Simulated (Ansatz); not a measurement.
## Relaxation of SbPt

Computed with Ansatz, DFT PBEsol, scalar-relativistic, plane waves, PAW. Run with 420 eV cutoff, 12×12×10 k-mesh, Gaussian smearing of 0.10 eV, no spin polarisation.

What was changed: uniaxial strain along c, with a, b and atoms relaxed: -3.0 %.

Spin–orbit coupling is left out, which can shift energies with elements as heavy as these.

Command:

```bash
ansatz run input.yaml --threads 1 --pin off --max-ram 2560MiB --backend cpu --events-out ev --progress --plain --runs-dir out
```

Input:

```yaml
crystal:
  lattice:
    - [4.2020647586, 0.0, 0.0]
    - [-2.1010323793, 3.6390948293, 0.0]
    - [0.0, 0.0, 5.304432216]
  atoms:
    - { symbol: Sb, position: [0.3333333339, 0.6666666661, 0.25] }
    - { symbol: Sb, position: [0.6666666661, 0.3333333339, 0.75] }
    - { symbol: Pt, position: [0.0, 0.0, 0.0] }
    - { symbol: Pt, position: [0.0, 0.0, 0.5] }
basis:
  ecutwfc: 420
kpoints:
  mp_grid: { grid: [12, 12, 10] }
hamiltonian:
  xc: pbesol
scf:
  occupations: { method: gaussian, width: 0.1 }
output:
  forces: true
  stress: true
  eigenvalues: true
relax:
  adjacent_minimum: "off"
  f_tol: 0.008
  max_steps: 40
  cell: { stress_tol: 0.015, fix: [c, angles] }
```

F is the free energy. Steps run on the plane waves of an earlier cell, but the last one, and at times one on the way, on a freshly chosen basis, so a repeated geometry can differ a little in energy. The held parts of the cell keep their stress, so P needn't end at zero.

Steps:

```json
{"step": "1", "F − F(1) (eV)": "0.0000", "largest force component (eV/Å)": "0.000", "V (Å³/atom)": "20.278", "P (GPa)": "3.01"}
{"step": "2", "F − F(1) (eV)": "0.0015", "largest force component (eV/Å)": "0.000", "V (Å³/atom)": "20.505", "P (GPa)": "1.45"}
{"step": "3", "F − F(1) (eV)": "-0.0006", "largest force component (eV/Å)": "0.000", "V (Å³/atom)": "20.367", "P (GPa)": "2.39"}
{"step": "4", "F − F(1) (eV)": "-0.0007", "largest force component (eV/Å)": "0.000", "V (Å³/atom)": "20.367", "P (GPa)": "2.39"}
```

Relaxed structure:

```yaml
crystal:
  lattice:
    - [4.21119, 0.00000, 0.00000]
    - [-2.10560, 3.64700, 0.00000]
    - [0.00000, 0.00000, 5.30443]
  atoms:
    - { symbol: Sb, position: [0.33333, 0.66667, 0.25000] }
    - { symbol: Sb, position: [0.66667, 0.33333, 0.75000] }
    - { symbol: Pt, position: [0.00000, 0.00000, 0.00000] }
    - { symbol: Pt, position: [0.00000, 0.00000, 0.50000] }
```

The structure is hexagonal, space group P6_3/mmc (No. 194). The conventional cell has a = 4.211 Å, b = 4.211 Å, c = 5.304 Å, α = 90.00°, β = 90.00°, γ = 120.00°. Around Sb (site symmetry -6m2) lie 6 Pt at 2.77 Å. Pt (site symmetry -3m) is surrounded by 2 Pt at 2.65 Å and 6 Sb at 2.77 Å.

The run converged. Time: 3.2 min on 1 thread of Arm Neoverse V1, on a shared host, peak memory 0.8 GiB.